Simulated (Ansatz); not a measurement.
# Fe in Ansatz: the effect of functional

Fe:

```
CELL_PARAMETERS angstrom
0.00000 1.94174 1.96511
1.49844 0.00000 1.96511
1.49844 1.94174 0.00000
ATOMIC_POSITIONS crystal
Fe 0.00000 0.00000 0.00000
```

Alike in all runs:

| Quantity | Value |
| --- | --- |
| Program | Ansatz 0.2.0 |
| Task | band structure |
| Potentials or basis | all-electron LAPW, scalar-relativistic |
| Cutoff | 316 eV (chosen from the basis error) |
| Basis error allowed | 0.001 eV/atom |
| k mesh | 13 × 13 × 13 |
| Occupations | fermi-dirac, width 0.05 eV |
| Spin | collinear spin, ferromagnetic start |
| Starting moments | [3.0] μB |

Problem. One run gave: pressure -10.5 GPa; moment 2.17 μB. Which functional did it use?
A. PBEsol
B. PBE
C. LDA

Solution. A.

```csv
functional,pressure (GPa),moment (μB)
PBE,-1.3,2.16
LDA,-18.8,2.14
PBEsol,-10.5,2.17
```
